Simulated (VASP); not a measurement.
# MnS (P4_2/mmc) in VASP: further runs

Runs on MnS. Level: PBEsol+U. Tasks: single point.

Program: VASP 6.6.1. These are calculated values, not measurements. Logs are shortened: lines on timing, memory, paths and dates and some standing lists are left out, and cuts for length are marked.

### Step 1. The crystal as given

Symmetry: P4_2/mmc, No. 131, tetragonal system. Conventional cell: a = 4.306 Å, b = 4.306 Å, c = 5.361 Å, α = 90.00°, β = 90.00°, γ = 90.00°. Mn (site symmetry mmm) is surrounded by 4 S at 2.54 Å. Around S (site symmetry -4m2) lie 4 Mn at 2.54 Å and 2 S at 2.68 Å.

Measurements of this composition are mostly on another form, of space group No. 225.

### Step 2. Single point, PBEsol+U, collinear spin, ferromagnetic start

Contents of INCAR:

```
PREC = Accurate ; ENCUT = 520
EDIFF = 1E-6 ; ISMEAR = 0
SIGMA = 0.05 ; LREAL = F
LASPH = T ; NELM = 100
ALGO = Fast ; ISIF = 2
LWAVE = F ; LCHARG = F
ISPIN = 2 ; MAGMOM = 4 4 0 0
LORBIT = 11 ; LMAXMIX = 4
LDAU = T ; LDAUTYPE = 2
LDAUL = 2 -1 ; LDAUU = 3 0
LDAUJ = 0 0 ; LDAUPRINT = 1
GGA = PS ; NBANDS = 31
```

Contents of KPOINTS:

```
regular mesh
0
Gamma
  5 5 4
```

Contents of POSCAR:

```
MnS
1.0
    4.3056791600      0.0000000000      0.0000000000
    0.0000000000      4.3056791600      0.0000000000
    0.0000000000      0.0000000000      5.3605806400
Mn S
2 2
Direct
    0.0000000000      0.5000000000      0.0000000000
    0.5000000000      0.0000000000      0.5000000000
    0.0000000000      0.0000000000      0.2500000000
    0.0000000000      0.0000000000      0.7500000000
```

Potentials or basis: VASP PAW PBE potentials, release 64 (Mn_pv, S).

Started as:

```bash
> cat potpaw_PBE.64/Mn_pv/POTCAR potpaw_PBE.64/S/POTCAR > POTCAR
> mpirun -np 1 vasp_std > vasp.out
```

OUTCAR:

```text
PREC = Accurate
   ENCUT = 520
   EDIFF = 1E-6
   ISMEAR = 0
   LREAL = F
   LASPH = T
   NELM = 100
   ISIF = 2
   ISPIN = 2
   LORBIT = 11
   GGA = PS

 ion  position               nearest neighbor table
   1  0.000  0.500  0.000-   3 2.54   4 2.54   3 2.54   4 2.54
   2  0.500  0.000  0.500-   3 2.54   4 2.54   3 2.54   4 2.54
   3  0.000  0.000  0.250-   1 2.54   2 2.54   1 2.54   2 2.54   4 2.68   4 2.68
   4  0.000  0.000  0.750-   1 2.54   2 2.54   1 2.54   2 2.54   3 2.68   3 2.68

  LATTYP: Found a simple tetragonal cell.
 ALAT       =     4.3056791600
 C/A-ratio  =     1.2450023424

  Lattice vectors:

 A1 = (   4.3056791600,   0.0000000000,   0.0000000000)
 A2 = (   0.0000000000,   4.3056791600,   0.0000000000)
 A3 = (   0.0000000000,   0.0000000000,   5.3605806400)

Analysis of symmetry for initial positions (statically):
=====================================================================
 Subroutine PRICEL returns:
 Original cell was already a primitive cell.

 Routine SETGRP: Setting up the symmetry group for a
 simple tetragonal supercell.

 Subroutine GETGRP returns: Found 16 space group operations
 (whereof  8 operations were pure point group operations)
 out of a pool of 16 trial point group operations.

The static configuration has the point symmetry D_2h.
 The point group associated with its full space group is D_4h.

Analysis of symmetry for dynamics (positions and initial velocities):
=====================================================================
 Subroutine PRICEL returns:
 Original cell was already a primitive cell.

 Routine SETGRP: Setting up the symmetry group for a
 simple tetragonal supercell.

 Subroutine GETGRP returns: Found 16 space group operations
 (whereof  8 operations were pure point group operations)
 out of a pool of 16 trial point group operations.

The dynamic configuration has the point symmetry D_2h.
 The point group associated with its full space group is D_4h.

Analysis of structural, dynamic, and magnetic symmetry:
=====================================================================
 Subroutine PRICEL returns:
 Original cell was already a primitive cell.

 Routine SETGRP: Setting up the symmetry group for a
 simple tetragonal supercell.

 Subroutine GETGRP returns: Found 16 space group operations
 (whereof  8 operations were pure point group operations)
 out of a pool of 16 trial point group operations.

The overall configuration has the point symmetry D_2h.
 The point group associated with its full space group is D_4h.

 Subroutine INISYM returns: Found 16 space group operations
 (whereof  8 operations are pure point group operations),
 and found     1 'primitive' translations

----------------------------------------------------------------------------------------

                                     Primitive cell

  volume of cell :      99.3791

  direct lattice vectors                    reciprocal lattice vectors
     4.305679160  0.000000000  0.000000000     0.232251397  0.000000000  0.000000000
     0.000000000  4.305679160  0.000000000     0.000000000  0.232251397  0.000000000
     0.000000000  0.000000000  5.360580640     0.000000000  0.000000000  0.186546956

  length of vectors
     4.305679160  4.305679160  5.360580640     0.232251397  0.232251397  0.186546956

[... 144 lines left out ...]
  o =  0.0166  v =  0.0000  0.0000  0.0000  0.0000  0.0000  1.0000  0.0000  0.0000  0.0000  0.0000      0.0000  0.0000  0.0000  0.0000  0.0000  0.0000  0.0000  0.0000  0.0000  0.0000
  o =  0.1247  v =  0.0000  0.0000  0.0000  0.0000  0.0000  0.0000 -1.0000 -0.0000  0.0000  0.0000      0.0000  0.0000  0.0000  0.0000  0.0000  0.0000  0.0000  0.0000  0.0000  0.0000
  o =  0.1297  v =  0.0000  0.0000  0.0000  0.0000  0.0000  0.0000  0.0000  0.0919  0.0000  0.9958      0.0000  0.0000  0.0000  0.0000  0.0000  0.0000  0.0000  0.0000  0.0000  0.0000
  o =  0.9075  v =  0.0000 -0.0000 -0.3803  0.0000 -0.9249  0.0000  0.0000  0.0000  0.0000  0.0000      0.0000  0.0000  0.0000  0.0000  0.0000  0.0000  0.0000  0.0000  0.0000  0.0000
  o =  0.9261  v =  0.0000  0.0000  0.9249  0.0000 -0.3803  0.0000  0.0000  0.0000  0.0000  0.0000      0.0000  0.0000  0.0000  0.0000  0.0000  0.0000  0.0000  0.0000  0.0000  0.0000
  o =  0.9282  v =  1.0000  0.0000  0.0000  0.0000  0.0000  0.0000  0.0000  0.0000  0.0000  0.0000      0.0000  0.0000  0.0000  0.0000  0.0000  0.0000  0.0000  0.0000  0.0000  0.0000
  o =  0.9315  v =  0.0000  0.0000  0.0000  1.0000  0.0000  0.0000  0.0000  0.0000  0.0000  0.0000      0.0000  0.0000  0.0000  0.0000  0.0000  0.0000  0.0000  0.0000  0.0000  0.0000
  o =  0.9384  v =  0.0000 -1.0000  0.0000  0.0000  0.0000  0.0000  0.0000  0.0000  0.0000  0.0000      0.0000  0.0000  0.0000  0.0000  0.0000  0.0000  0.0000  0.0000  0.0000  0.0000

atom =   2  type =  1  l = 2

 onsite density matrix

spin component  1

  0.9282  0.0000  0.0000  0.0000 -0.0000
  0.0000  0.9315  0.0000 -0.0000  0.0000
  0.0000  0.0000  0.9234  0.0000  0.0065
  0.0000 -0.0000  0.0000  0.9384  0.0000
 -0.0000  0.0000  0.0065  0.0000  0.9101

spin component  2

  0.0166  0.0000 -0.0000  0.0000  0.0000
  0.0000  0.0132  0.0000  0.0000  0.0000
 -0.0000  0.0000  0.0165  0.0000 -0.0105
  0.0000  0.0000  0.0000  0.1247  0.0000
  0.0000  0.0000 -0.0105  0.0000  0.1288

 occupancies and eigenvectors

  o =  0.0132  v =  0.0000  0.0000  0.0000  0.0000  0.0000  0.0000 -1.0000  0.0000 -0.0000  0.0000      0.0000  0.0000  0.0000  0.0000  0.0000  0.0000  0.0000  0.0000  0.0000  0.0000
  o =  0.0156  v =  0.0000  0.0000  0.0000  0.0000  0.0000  0.0000 -0.0000 -0.9958 -0.0000 -0.0919      0.0000  0.0000  0.0000  0.0000  0.0000  0.0000  0.0000  0.0000  0.0000  0.0000
  o =  0.0166  v =  0.0000  0.0000  0.0000  0.0000  0.0000  1.0000  0.0000  0.0000  0.0000  0.0000      0.0000  0.0000  0.0000  0.0000  0.0000  0.0000  0.0000  0.0000  0.0000  0.0000
  o =  0.1247  v =  0.0000  0.0000  0.0000  0.0000  0.0000  0.0000  0.0000  0.0000 -1.0000 -0.0000      0.0000  0.0000  0.0000  0.0000  0.0000  0.0000  0.0000  0.0000  0.0000  0.0000
  o =  0.1297  v =  0.0000  0.0000  0.0000  0.0000  0.0000  0.0000  0.0000  0.0919  0.0000 -0.9958      0.0000  0.0000  0.0000  0.0000  0.0000  0.0000  0.0000  0.0000  0.0000  0.0000
  o =  0.9075  v =  0.0000  0.0000 -0.3803 -0.0000  0.9249  0.0000  0.0000  0.0000  0.0000  0.0000      0.0000  0.0000  0.0000  0.0000  0.0000  0.0000  0.0000  0.0000  0.0000  0.0000
  o =  0.9261  v =  0.0000 -0.0000  0.9249 -0.0000  0.3803  0.0000  0.0000  0.0000  0.0000  0.0000      0.0000  0.0000  0.0000  0.0000  0.0000  0.0000  0.0000  0.0000  0.0000  0.0000
  o =  0.9282  v =  1.0000  0.0000  0.0000  0.0000  0.0000  0.0000  0.0000  0.0000  0.0000  0.0000      0.0000  0.0000  0.0000  0.0000  0.0000  0.0000  0.0000  0.0000  0.0000  0.0000
  o =  0.9315  v =  0.0000  1.0000  0.0000  0.0000  0.0000  0.0000  0.0000  0.0000  0.0000  0.0000      0.0000  0.0000  0.0000  0.0000  0.0000  0.0000  0.0000  0.0000  0.0000  0.0000
  o =  0.9384  v =  0.0000 -0.0000  0.0000  1.0000  0.0000  0.0000  0.0000  0.0000  0.0000  0.0000      0.0000  0.0000  0.0000  0.0000  0.0000  0.0000  0.0000  0.0000  0.0000  0.0000

 number of electron      38.0000065 magnetization       8.9084388

 Free energy of the ion-electron system (eV)
  ---------------------------------------------------
  ext. energy  EPLUGINS =         0.00000000
  ---------------------------------------------------
  free energy    TOTEN  =       -24.72602451 eV

  energy without entropy =      -24.72167786  energy(sigma->0) =      -24.72385118

 E-fermi :   4.1272     XC(G=0):  -8.9939

 val. band max:        4.1080551231   @ k =   0.4000   0.0000   0.2500
 cond. band min:       4.1366778166   @ k =   0.4000   0.4000   0.0000
 fundamental gap:      0.0286226934
 Fermi energy:         4.1272240647

 spin component 1

 k-point     1 :       0.0000    0.0000    0.0000
  band No.  band energies     occupation
      1     -47.1630      1.00000
      2     -47.1630      1.00000
      3     -47.0978      1.00000
      4     -47.0960      1.00000
      5     -46.9019      1.00000
      6     -46.9019      1.00000
[... 601 lines left out ...]
     30      10.2840      0.00000
     31      12.1456      0.00000
 Fermi energy:         4.1272240647

 spin component 2

 k-point     1 :       0.0000    0.0000    0.0000
  band No.  band energies     occupation
      1     -42.5108      1.00000
      2     -42.5108      1.00000
      3     -42.4135      1.00000
      4     -42.4109      1.00000
      5     -42.3640      1.00000
      6     -42.3640      1.00000
[... 601 lines left out ...]
     30      10.6923      0.00000
     31      12.9684      0.00000

------------------------ aborting loop because EDIFF is reached ----------------------------------------

  FORCE on cell =-STRESS in cart. coord.  units (eV):
  Direction    XX          YY          ZZ          XY          YZ          ZX
  --------------------------------------------------------------------------------------
  -------------------------------------------------------------------------------------
  Total       -4.2511181     -4.2511181      2.8410244      0.0000000      0.0000000      0.0000000
  in kB      -68.5359733    -68.5359733     45.8026262      0.0000000      0.0000000      0.0000000
  external PRESSURE =     -30.4231068 kB  Pullay stress =       0.0000000 kB

 VOLUME and BASIS-vectors are now :
 -----------------------------------------------------------------------------
  energy-cutoff  :      520.00
  volume of cell :       99.38
      direct lattice vectors                 reciprocal lattice vectors
     4.305679160  0.000000000  0.000000000     0.232251397  0.000000000  0.000000000
     0.000000000  4.305679160  0.000000000     0.000000000  0.232251397  0.000000000
     0.000000000  0.000000000  5.360580640     0.000000000  0.000000000  0.186546956

 POSITION                                       TOTAL-FORCE (eV/Angst)
 -----------------------------------------------------------------------------------
      0.00000      2.15284      0.00000         0.000000      0.000000      0.000000
      2.15284      0.00000      2.68029         0.000000      0.000000      0.000000
      0.00000      0.00000      1.34015         0.000000      0.000000      0.000000
      0.00000      0.00000      4.02044         0.000000      0.000000     -0.000000
 -----------------------------------------------------------------------------------
    total drift:                                0.000000      0.000000     -0.000000

  FREE ENERGIE OF THE ION-ELECTRON SYSTEM (eV)
  ---------------------------------------------------
  free  energy   TOTEN  =       -24.7260245061 eV

  energy  without entropy=      -24.7216778560  energy(sigma->0) =      -24.72385118

 total charge

# of ion       s       p       d       tot
------------------------------------------
    1        0.235   6.148   4.914  11.297
    2        0.235   6.148   4.914  11.297
    3        1.356   2.309   0.000   3.665
    4        1.356   2.309   0.000   3.665
--------------------------------------------------
tot          3.184  16.914   9.827  29.925

 magnetization (x)

# of ion       s       p       d       tot
------------------------------------------
    1        0.043   0.021   4.322   4.386
    2        0.043   0.021   4.322   4.386
    3        0.005  -0.094   0.000  -0.089
    4        0.005  -0.094   0.000  -0.089
--------------------------------------------------
tot          0.096  -0.145   8.645   8.596
```

Run time: 63 s. Hardware: 1 thread of AMD EPYC 9R45 (Zen 5), shared host; peak memory 0.23 GiB.

What came out:

- Free energy: -24.7260 eV
- Pressure: -3.0 GPa
- Band gap on the k mesh: none (metal or under the smearing width)
- Net moment: 8.91 μB per cell
- Site moments: Mn +4.39; S -0.09 μB
- Valence electrons inside the program's atomic spheres: Mn 11.30; S 3.67

Stress tensor (GPa, compression positive):
```
-6.85  0.00  0.00
 0.00 -6.85  0.00
 0.00  0.00  4.58
```

Eigenvalues of the final occupation matrices:
```
    site  spin  trace               eigenvalues
site 1 d     1   4.63  0.91 0.93 0.93 0.93 0.94
site 1 d     2   0.30  0.01 0.02 0.02 0.12 0.13
site 2 d     1   4.63  0.91 0.93 0.93 0.93 0.94
site 2 d     2   0.30  0.01 0.02 0.02 0.12 0.13
```

Caveat: the PAW data sets were made with another functional, which shifts forces and pressure a little; only a ferromagnetic start was run, and an antiferromagnetic order may lie lower in energy. The state reached can hang on the start; a lower one may exist.

### Step 3. Single point, PBEsol+U, collinear spin, antiferromagnetic start

Contents of INCAR:

```
SYSTEM = MnS
PREC = Accurate ; ENCUT = 520
EDIFF = 1E-6 ; ISMEAR = 0
SIGMA = 0.05 ; LREAL = .FALSE.
LASPH = .TRUE. ; NELM = 150
ALGO = Fast ; ISIF = 2
LWAVE = .FALSE. ; LCHARG = .FALSE.
ISPIN = 2 ; MAGMOM = 4 -4 0 0
LORBIT = 11 ; LMAXMIX = 4
LDAU = .TRUE. ; LDAUTYPE = 2
LDAUL = 2 -1 ; LDAUU = 3 0
LDAUJ = 0 0 ; LDAUPRINT = 1
GGA = PS ; NBANDS = 31
```

Contents of KPOINTS:

```
regular mesh
0
G
  5 5 4
  0 0 0
```

POSCAR is that of step 2.

Potentials or basis: VASP PAW PBE potentials, release 64 (Mn_pv, S).

Started as:

```bash
> cat potpaw_PBE.64/Mn_pv/POTCAR potpaw_PBE.64/S/POTCAR > POTCAR
> mpirun -np 1 vasp_std > vasp.out
```

It took 60 s on 1 thread of AMD EPYC 9R45 (Zen 5), shared host; peak memory 0.24 GiB.

It converged, with:

```yaml
Free_energy: -24.6807 eV
Pressure: -2.4 GPa
Band_gap_on_the_k_mesh: none (metal or under the smearing width)
Net_moment: 0.00 μB per cell
Site_moments: Mn +4.41, -4.41; S +0.00 μB
Valence_electrons_inside_the_program's_atomic_spheres: Mn 11.29; S 3.67
```

Stress tensor (GPa, compression positive):
```
-8.07  0.00  0.00
 0.00 -8.07  0.00
 0.00  0.00  8.85
```

Levels at points of the mesh, in eV from the Fermi level:
Spin up:
| k point | band 15 | band 16 | band 17 | band 18 | band 19 | band 20 | band 21 | band 22 | band 23 | band 24 |
| --- | --- | --- | --- | --- | --- | --- | --- | --- | --- | --- |
| (0.00, 0.00, 0.00) | -4.34 | -4.33 | -2.98 | -1.16 | -0.67 | 1.15 | 1.55 | 1.67 | 1.79 | 2.15 |
| (0.00, 0.00, 0.50) | -3.77 | -3.36 | -3.29 | -2.62 | -1.62 | -0.51 | 0.32 | 1.55 | 1.58 | 1.93 |
Spin down:
```tsv
k point	band 15	band 16	band 17	band 18	band 19	band 20	band 21	band 22	band 23	band 24
(0.00, 0.00, 0.00)	-4.34	-4.33	-2.98	-1.16	-0.67	1.15	1.55	1.67	1.79	2.15
(0.00, 0.00, 0.50)	-3.77	-3.36	-3.29	-2.62	-1.62	-0.51	0.32	1.55	1.58	1.93
```

Eigenvalues of the final occupation matrices:
| site | spin | trace | eigenvalues |
| --- | --- | --- | --- |
| site 1 d | 1 | 4.63 | 0.91 0.93 0.93 0.93 0.94 |
| site 1 d | 2 | 0.29 | 0.02 0.02 0.02 0.08 0.15 |
| site 2 d | 1 | 0.29 | 0.02 0.02 0.02 0.08 0.15 |
| site 2 d | 2 | 4.63 | 0.91 0.93 0.93 0.93 0.94 |

Caveat: the PAW data sets were made with another functional, which shifts forces and pressure a little.

### Step 4. Single point, PBEsol+U, collinear spin, ferrimagnetic start

Contents of INCAR:

```
ALGO     = Fast           # electronic algorithm
EDIFF    = 1E-7           # SCF threshold, eV
ENCUT    = 520            # plane-wave cutoff, eV
GGA      = PS             # functional
ISIF     = 2              # what is computed and relaxed
ISMEAR   = 0              # smearing method
ISPIN    = 2              # spin polarisation
LASPH    = True           # aspherical terms in the spheres
LCHARG   = False          # write CHGCAR
LDAU     = True           # DFT+U
LDAUJ    = 0 0          
LDAUL    = 2 -1           # shell
LDAUPRINT= 1            
LDAUTYPE = 2            
LDAUU    = 3 0            # U, eV
LMAXMIX  = 4              # l up to which the mixer works
LORBIT   = 11             # projections on sites
LREAL    = False          # projectors in reciprocal space
LWAVE    = False          # write WAVECAR
MAGMOM   = 4 -2 0 0       # initial moments
NELM     = 150            # most SCF steps
PREC     = Accurate       # precision mode
SIGMA    = 0.05           # smearing width, eV
```

Contents of KPOINTS:

```
k-points
0
Gamma
  5 5 4
```

POSCAR is that of step 3.

Started as:

```bash
> cat potpaw_PBE.64/Mn_pv/POTCAR potpaw_PBE.64/S/POTCAR > POTCAR
> mpirun -np 1 vasp_std > vasp.out
```

It took 1.7 min on 1 thread of AMD EPYC 9R45 (Zen 5), shared host; peak memory 0.25 GiB.

It converged, with:

* Free energy: -24.6807 eV
* Pressure: -2.4 GPa
* Band gap on the k mesh: none (metal or under the smearing width)
* Net moment: 0.00 μB per cell
* Site moments: Mn +4.41, -4.41; S +0.00 μB
* Valence electrons inside the program's atomic spheres: Mn 11.29; S 3.67

Stress tensor (GPa, compression positive):
```
-8.06  0.00  0.00
 0.00 -8.06  0.00
 0.00  0.00  8.87
```

Levels at points of the mesh, in eV from the Fermi level:
Spin up:
```
           k point  band 17  band 18  band 19  band 20  band 21  band 22
(0.00, 0.00, 0.00)    -2.98    -1.16    -0.67     1.15     1.55     1.67
(0.00, 0.00, 0.50)    -3.29    -2.62    -1.62    -0.51     0.32     1.55
```
Spin down:
```csv
k point,band 16,band 17,band 18,band 19,band 20,band 21,band 22,band 23
"(0.00, 0.00, 0.00)",-4.33,-2.98,-1.16,-0.67,1.15,1.55,1.67,1.79
"(0.00, 0.00, 0.50)",-3.36,-3.29,-2.62,-1.62,-0.51,0.32,1.55,1.58
```

Eigenvalues of the final occupation matrices:
```csv
site,spin,trace,eigenvalues
site 1 d,1,4.63,0.91 0.93 0.93 0.93 0.94
site 1 d,2,0.29,0.02 0.02 0.02 0.08 0.15
site 2 d,1,0.29,0.02 0.02 0.02 0.08 0.15
site 2 d,2,4.63,0.91 0.93 0.93 0.93 0.94
```

Caveat: the PAW data sets were made with another functional, which shifts forces and pressure a little. The state reached can hang on the start; a lower one may exist.

### Step 5. The runs side by side

| spin | further INCAR settings | gap on the mesh (eV) | pressure (GPa) | moment (μB) |
| --- | --- | --- | --- | --- |
| collinear, ferromagnetic start | ALGO = Fast; EDIFF = 1e-06; NBANDS = 31 | none | -3.0 | 8.91 |
| collinear, antiferromagnetic start | ALGO = Fast; EDIFF = 1e-06; NBANDS = 31 | none | -2.4 | 0.00 |
| collinear, ferrimagnetic start | ALGO = Fast; EDIFF = 1e-07 | none | -2.4 | 0.00 |

Alike in all rows: task single point; level PBEsol+U; potentials or basis VASP PAW PBE potentials, release 64 (Mn_pv, S); Mn d U = 3 eV; cell as given; k mesh 5 × 5 × 4; cutoff (eV) 520; smearing gaussian 0.05 eV.

Every run on the cell as given and a fine mesh finds a metal.

Caveats: the PAW data sets were made with another functional, which shifts forces and pressure a little.

Absolute energies hang on the potentials; compare differences alone.
